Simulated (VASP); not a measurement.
# SiC (P6_3mc) in VASP: phonons with LDA

Aim: the phonons of SiC with LDA.

Everything below comes from runs of VASP 6.6.1. Logs are shortened: lines on timing, memory, paths and dates and some standing lists are left out, and cuts for length are marked.

## 1. Starting point

Symmetry: P6_3mc, No. 186, hexagonal system. Conventional cell: a = 3.060 Å, b = 3.060 Å, c = 15.013 Å, α = 90.00°, β = 90.00°, γ = 120.00°. Si (site symmetry 3m) has 4 C at 1.87 to 1.88 Å as nearest neighbours. Around Si (site symmetry 3m) lie 4 C at 1.87 to 1.88 Å. Si (site symmetry 3m) has 4 C at 1.87 to 1.88 Å as nearest neighbours. Around C (site symmetry 3m) lie 4 Si at 1.87 to 1.88 Å. Around C (site symmetry 3m) lie 4 Si at 1.87 to 1.88 Å. C (site symmetry 3m) has 4 Si at 1.87 to 1.88 Å as nearest neighbours.

The cell was built by a generator and needn't be a form met in nature.

## 2. Phonons, LDA

Contents of POSCAR:

```
SiC
1.0
    3.0600491012      0.0000000000      0.0000000000
   -1.5300245506      2.6500802585      0.0000000000
    0.0000000000     -0.0000000000     15.0131905981
  Si              C
     6     6
Direct
     0.0000000000000000    0.0000000000000000    0.9999603561840656
     0.3333333332999970    0.6666666667000030    0.1666899280072743
     0.6666666667000030    0.3333333332999970    0.3331911065613805
     0.0000000000000000    0.0000000000000000    0.4999603561840656
     0.6666666667000030    0.3333333332999970    0.6666899280072743
     0.3333333332999970    0.6666666667000030    0.8331911065613806
     0.0000000000000000    0.0000000000000000    0.1252935097204543
     0.3333333332999970    0.6666666667000030    0.2916854890885144
     0.6666666667000030    0.3333333332999970    0.4581796104383108
     0.0000000000000000    0.0000000000000000    0.6252935097204544
     0.6666666667000030    0.3333333332999970    0.7916854890885145
     0.3333333332999970    0.6666666667000030    0.9581796104383107
```

Contents of INCAR.step1:

```
ALGO = Normal
EDIFF = 1E-8
EDIFFG = -0.002
ENCUT = 600
IBRION = 2
ISIF = 3
ISMEAR = -1
KPAR = 4
LASPH = True
LCHARG = False
LREAL = False
LWAVE = False
NELM = 60
NSW = 40
PREC = Accurate
SIGMA = 0.05
```

Contents of INCAR.step2:

```
ALGO = Normal
EDIFF = 1E-8
ENCUT = 600
IBRION = 8
ISIF = 2
ISMEAR = -1
KPAR = 4
LASPH = True
LCHARG = False
LEPSILON = True
LREAL = False
LWAVE = False
NELM = 60
NSW = 1
PREC = Accurate
SIGMA = 0.05
```

Contents of KPOINTS:

```
k-points
0
Gamma
  10 10 2
```

Potentials or basis: VASP PAW LDA potentials, release 64 (Si, C).

Command:

```sh
$ cat potpaw_LDA.64/Si/POTCAR potpaw_LDA.64/C/POTCAR > POTCAR
$ cp INCAR.step1 INCAR
$ mpirun -np 4 vasp_std > vasp.out
$ cp CONTCAR POSCAR
$ cp INCAR.step2 INCAR
$ mpirun -np 4 vasp_std > vasp.out
```

OUTCAR:

```text
EDIFF = 1E-8
   ENCUT = 600
   IBRION = 8
   ISIF = 2
   ISMEAR = -1
   LASPH = True
   LEPSILON = True
   LREAL = False
   NELM = 60
   NSW = 1
   PREC = Accurate

 ion  position               nearest neighbor table
   1  0.000  0.000  1.000-  12 1.88  12 1.88  12 1.88   7 1.88   2 3.06   2 3.06   2 3.06   6 3.06
                             6 3.06   6 3.06
   2  0.333  0.667  0.167-   7 1.87   7 1.87   7 1.87   8 1.88   3 3.06   3 3.06   3 3.06   1 3.06
                             1 3.06   1 3.06
   3  0.667  0.333  0.333-   8 1.87   8 1.87   8 1.87   9 1.88   2 3.06   2 3.06   2 3.06   4 3.06
                             4 3.06   4 3.06
   4  0.000  0.000  0.500-   9 1.88   9 1.88   9 1.88  10 1.88   5 3.06   5 3.06   5 3.06   3 3.06
                             3 3.06   3 3.06
   5  0.667  0.333  0.667-  10 1.87  10 1.87  10 1.87  11 1.88   6 3.06   6 3.06   6 3.06   4 3.06
                             4 3.06   4 3.06
   6  0.333  0.667  0.833-  11 1.87  11 1.87  11 1.87  12 1.88   5 3.06   5 3.06   5 3.06   1 3.06
                             1 3.06   1 3.06
   7  0.000  0.000  0.125-   2 1.87   2 1.87   2 1.87   1 1.88
   8  0.333  0.667  0.292-   3 1.87   3 1.87   3 1.87   2 1.88
   9  0.667  0.333  0.458-   4 1.88   4 1.88   4 1.88   3 1.88
  10  0.000  0.000  0.625-   5 1.87   5 1.87   5 1.87   4 1.88
  11  0.667  0.333  0.792-   6 1.87   6 1.87   6 1.87   5 1.88
  12  0.333  0.667  0.958-   1 1.88   1 1.88   1 1.88   6 1.88

  LATTYP: Found a hexagonal cell.
[... 1242 lines left out ...]
 10X    -0.001475    0.000000    0.000000    0.045854    0.000000    0.000000    0.212871    0.000000    0.000000    2.116150    0.000000    0.000000   17.408812   -0.000000   -0.000000   -0.150637   -0.000000    0.000000    0.000478    0.000000    0.000000    0.039401    0.000000    0.000000   -0.035759    0.000000    0.000000  -19.972968   -0.000000    0.000000    0.286439   -0.000000    0.000000    0.050833   -0.000000   -0.000000
 10Y     0.000000   -0.001475    0.000000   -0.000000    0.045854    0.000000    0.000000    0.212871   -0.000000   -0.000000    2.116150    0.000000    0.000000   17.408812    0.000000    0.000000   -0.150637    0.000000   -0.000000    0.000478    0.000000    0.000000    0.039401    0.000000    0.000000   -0.035759    0.000000    0.000000  -19.972968    0.000000    0.000000    0.286439   -0.000000    0.000000    0.050833    0.000000
 10Z     0.000000    0.000000   -1.517380    0.000000    0.000000   -1.666100    0.000000   -0.000000   -1.663536    0.000000   -0.000000   11.929755    0.000000   -0.000000   12.867402    0.000000    0.000000   -0.972580    0.000000   -0.000000    1.522757    0.000000    0.000000    1.597920    0.000000    0.000000    2.300868    0.000000    0.000000  -28.106134    0.000000    0.000000    2.111330    0.000000   -0.000000    1.595699
 11X    -0.139965   -0.000000    0.000000   -0.001229    0.000000    0.000000    0.017283    0.000000    0.000000    0.229267    0.000000    0.000000    2.126083    0.000000    0.000000   17.536286   -0.000000   -0.000000    0.037018    0.000000    0.000000   -0.003234    0.000000    0.000000    0.000425    0.000000   -0.000000    0.285992    0.000000    0.000000  -20.275628    0.000000    0.000000    0.187702    0.000000    0.000000
 11Y    -0.000000   -0.139965   -0.000000    0.000000   -0.001229    0.000000   -0.000000    0.017283    0.000000   -0.000000    0.229267    0.000000    0.000000    2.126083   -0.000000    0.000000   17.536286   -0.000000    0.000000    0.037018   -0.000000   -0.000000   -0.003234    0.000000   -0.000000    0.000425    0.000000   -0.000000    0.285992   -0.000000    0.000000  -20.275628    0.000000    0.000000    0.187702    0.000000
 11Z     0.000000   -0.000000   -0.932913    0.000000    0.000000   -1.720172   -0.000000    0.000000   -1.640254    0.000000    0.000000   -1.647485    0.000000    0.000000   12.210607    0.000000    0.000000   13.067262   -0.000000   -0.000000    1.582573    0.000000    0.000000    1.620158    0.000000    0.000000    1.657194    0.000000    0.000000    2.130084   -0.000000    0.000000  -28.442625    0.000000    0.000000    2.115570
 12X    17.444123    0.000000    0.000000   -0.006533    0.000000    0.000000    0.006056   -0.000000    0.000000    0.049021    0.000000    0.000000    0.238286    0.000000    0.000000    2.082719   -0.000000    0.000000   -0.037252    0.000000    0.000000   -0.000755   -0.000000   -0.000000   -0.014633    0.000000    0.000000    0.048998   -0.000000    0.000000    0.187673    0.000000    0.000000  -19.997702    0.000000    0.000000
 12Y     0.000000   17.444123   -0.000000    0.000000   -0.006533    0.000000    0.000000    0.006056    0.000000   -0.000000    0.049021    0.000000    0.000000    0.238286   -0.000000    0.000000    2.082719   -0.000000    0.000000   -0.037252    0.000000    0.000000   -0.000755   -0.000000   -0.000000   -0.014633   -0.000000    0.000000    0.048998    0.000000    0.000000    0.187673   -0.000000    0.000000  -19.997702   -0.000000
 12Z     0.000000   -0.000000   13.069435   -0.000000    0.000000   -1.026581    0.000000    0.000000   -1.662255    0.000000    0.000000   -1.538565    0.000000    0.000000   -1.761334    0.000000    0.000000   12.206077    0.000000   -0.000000    2.301243    0.000000    0.000000    1.645616    0.000000    0.000000    1.660362    0.000000    0.000000    1.591943    0.000000    0.000000    2.129509   -0.000000   -0.000000  -28.615449

 Eigenvectors and eigenvalues of the dynamical matrix
   1 f  =   28.429296 THz   178.626533 2PiTHz  948.299227 cm-1   117.574067 meV
   2 f  =   28.190827 THz   177.128191 2PiTHz  940.344775 cm-1   116.587841 meV
   3 f  =   26.642247 THz   167.398173 2PiTHz  888.689691 cm-1   110.183429 meV
   4 f  =   26.509784 THz   166.565888 2PiTHz  884.271224 cm-1   109.635609 meV
   5 f  =   25.163740 THz   158.108438 2PiTHz  839.372001 cm-1   104.068818 meV
   6 f  =   23.946674 THz   150.461387 2PiTHz  798.775049 cm-1    99.035440 meV
[... 25 lines left out ...]
  32 f  =    4.240380 THz    26.643095 2PiTHz  141.443860 cm-1    17.536796 meV
  33 f  =    4.240380 THz    26.643095 2PiTHz  141.443860 cm-1    17.536796 meV
  34 f/i=    0.000608 THz     0.003823 2PiTHz    0.020295 cm-1     0.002516 meV
  35 f/i=    0.000608 THz     0.003823 2PiTHz    0.020295 cm-1     0.002516 meV
  36 f/i=    0.001184 THz     0.007437 2PiTHz    0.039481 cm-1     0.004895 meV

 MACROSCOPIC STATIC DIELECTRIC TENSOR IONIC CONTRIBUTION
 ------------------------------------------------------
           3.295737    -0.000000     0.000000
          -0.000000     3.295737    -0.000000
           0.000000    -0.000000     3.549310
 ------------------------------------------------------

 ELASTIC MODULI CONTR FROM IONIC RELAXATION (kBar)
 Direction    XX          YY          ZZ          XY          YZ          ZX
 --------------------------------------------------------------------------------
 XX        -505.0623    289.0116    212.6159      0.0000     -0.0000     -0.0000
 YY         289.0116   -505.0623    212.6159     -0.0000      0.0000      0.0000
 ZZ         212.6159    212.6159   -419.2181     -0.0000     -0.0000      0.0000
 XY           0.0000     -0.0000     -0.0000   -397.0369      0.0000     -0.0000
 YZ          -0.0000      0.0000     -0.0000      0.0000   -105.1392      0.0000
 ZX          -0.0000      0.0000      0.0000     -0.0000      0.0000   -112.6051
 --------------------------------------------------------------------------------

 PIEZOELECTRIC TENSOR IONIC CONTR  for field in x, y, z        (C/m^2)
          XX          YY          ZZ          XY          YZ          ZX
  --------------------------------------------------------------------------------
  x    -0.00000     0.00000     0.00000    -0.00000     0.00000    -0.57046
  y    -0.00000    -0.00000    -0.00000     0.00000    -0.55080     0.00000
  z    -0.58151    -0.58151     1.14662     0.00000     0.00000    -0.00000
```

OUTCAR.step1:

```text
EDIFF = 1E-8
   EDIFFG = -0.002
   ENCUT = 600
   IBRION = 2
   ISIF = 3
   ISMEAR = -1
   LASPH = True
   LREAL = False
   NELM = 60
[... 1301 lines left out ...]
  -------------------------------------------------------------------------------------
  Total       -0.0026624     -0.0026624      0.0034744      0.0000000      0.0000000      0.0000000
  in kB       -0.0350229     -0.0350229      0.0457045      0.0000000      0.0000000      0.0000000
  external PRESSURE =      -0.0081138 kB  Pullay stress =       0.0000000 kB
[... 27 lines left out ...]
  FREE ENERGIE OF THE ION-ELECTRON SYSTEM (eV)
  ---------------------------------------------------
  free  energy   TOTEN  =       -99.8815884481 eV

  energy  without entropy=      -99.8815884478  energy(sigma->0) =      -99.88158845

 reached required accuracy - stopping structural energy minimisation
```

OSZICAR.step1:

```text
N       E                     dE             d eps       ncg     rms          rms(c)
DAV:   1     0.156431678031E+03    0.15643E+03   -0.24226E+04  1736   0.156E+03
DAV:   2    -0.986988876107E+02   -0.25513E+03   -0.24312E+03  2339   0.250E+02
DAV:   3    -0.112181361527E+03   -0.13482E+02   -0.13398E+02  2128   0.582E+01
[... 38 lines left out ...]
DAV:   1    -0.998815884407E+02   -0.73451E-06   -0.93421E-05  1806   0.570E-02    0.319E-03
DAV:   2    -0.998815885209E+02   -0.80240E-07   -0.24072E-06  2160   0.864E-03    0.155E-03
DAV:   3    -0.998815884595E+02    0.61458E-07   -0.11022E-07  2166   0.217E-03    0.803E-04
DAV:   4    -0.998815884494E+02    0.10075E-07   -0.11522E-07  2114   0.170E-03    0.373E-04
DAV:   5    -0.998815884481E+02    0.13042E-08   -0.78881E-09  1260   0.589E-04
   6 F= -.99881588E+02 E0= -.99881588E+02  d E =-.744791E-06
```

Wall time 12 min (4 MPI ranks of Intel Xeon 6975P-C (Granite Rapids), shared host); peak memory 1 GiB.

What came out:

* Electronic dielectric tensor (diagonal): 7.00, 7.00, 7.22
* Born charges (mean of the diagonal): Si +2.66, +2.76, +2.75; C -2.71, -2.72, -2.73 e
* Highest phonon frequency at Γ, LO-TO splitting left out: 948 cm⁻¹

Phonon frequencies in cm⁻¹ (negative: imaginary):
```csv
q point,frequencies
"(0.000, 0.000, 0.000)",0 0 0 141 141 146 146 229 229 234 234 259 259 281 283 503 511 610 771 771 774 774 782 782 788 790 790 791 791 799 799 839 884 889 940 948
```

Electronic dielectric tensor:
```
7.00 0.00 0.00
0.00 7.00 0.00
0.00 0.00 7.22
```

Born effective charge tensors (e):
atom 1, Si
```
2.68 0.00 0.00
0.00 2.68 0.00
0.00 0.00 2.61
```
atom 2, Si
```
2.70 0.00 0.00
0.00 2.70 0.00
0.00 0.00 2.88
```
atom 3, Si
```
2.72 0.00 0.00
0.00 2.72 0.00
0.00 0.00 2.80
```
atom 4, Si
```
2.68 0.00 0.00
0.00 2.68 0.00
0.00 0.00 2.61
```
atom 5, Si
```
2.70 0.00 0.00
0.00 2.70 0.00
0.00 0.00 2.88
```
atom 6, Si
```
2.72 0.00 0.00
0.00 2.72 0.00
0.00 0.00 2.80
```
atom 7, C
```
-2.72  0.00  0.00
 0.00 -2.72  0.00
 0.00  0.00 -2.71
```
atom 8, C
```
-2.70  0.00  0.00
 0.00 -2.70  0.00
 0.00  0.00 -2.76
```
atom 9, C
```
-2.68  0.00  0.00
 0.00 -2.68  0.00
 0.00  0.00 -2.82
```
atom 10, C
```
-2.72  0.00  0.00
 0.00 -2.72  0.00
 0.00  0.00 -2.71
```
atom 11, C
```
-2.70  0.00  0.00
 0.00 -2.70  0.00
 0.00  0.00 -2.76
```
atom 12, C
```
-2.68  0.00  0.00
 0.00 -2.68  0.00
 0.00  0.00 -2.82
```
